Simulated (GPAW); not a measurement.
# Si in GPAW: convergence with plane-wave cutoff (eV)

Si:

```xyz
1
Lattice="-1.6322 1.6888 1.1667 1.7308 -1.6933 1.2937 1.6246 1.6857 -1.1723" Properties=species:S:1:pos:R:3 pbc="T T T"
Si    0.0000    0.0000    0.0000
```

This isn't the form of Si at room conditions, which is diamond.

| Item | Value |
| --- | --- |
| Program | GPAW 26.7.0 |
| Task | convergence study |
| Functional | PBE |
| Potentials or basis | GPAW PAW data sets (gpaw-data 1.2.1) |
| Cutoff | 200 eV |
| Basis | pw |
| k mesh | 8 × 8 × 7 |
| Occupations | fermi-dirac, width 0.05 eV |
| Spin | no spin polarisation |

These are the settings of the first run; the series varies plane-wave cutoff (eV), with any setting tied to it.

Hardware: 1 thread of Arm Neoverse V2, with other jobs on the host.

```tsv
plane-wave cutoff (eV)	energy less the tightest run, at zero smearing (meV/atom)	pressure (GPa)	SCF cycles	CPU time (s)	peak memory (GiB)
200	5.86	6.89	8	6.2	0.11
250	3.17	6.94	8	6.6	0.12
300	1.97	6.98	8	7	0.12
350	1.40	6.99	8	7.3	0.13
400	1.01	6.99	8	9.4	0.13
500	0.53	6.99	8	9.9	0.14
600	0.29	7.00	8	12	0.14
800	0.07	7.00	8	20	0.17
1000	0.00	7.00	8	21	0.19
```

Against the tightest run, the energy stays within 1 meV/atom from 500 on; the pressure stays within 0.1 GPa from 250 on. The tightest run that finished is the yardstick and may itself not be fully converged.

Caveat, for the tightest run too: the k mesh is coarse (spacing up to 0.40 Å⁻¹), so the values aren't converged.
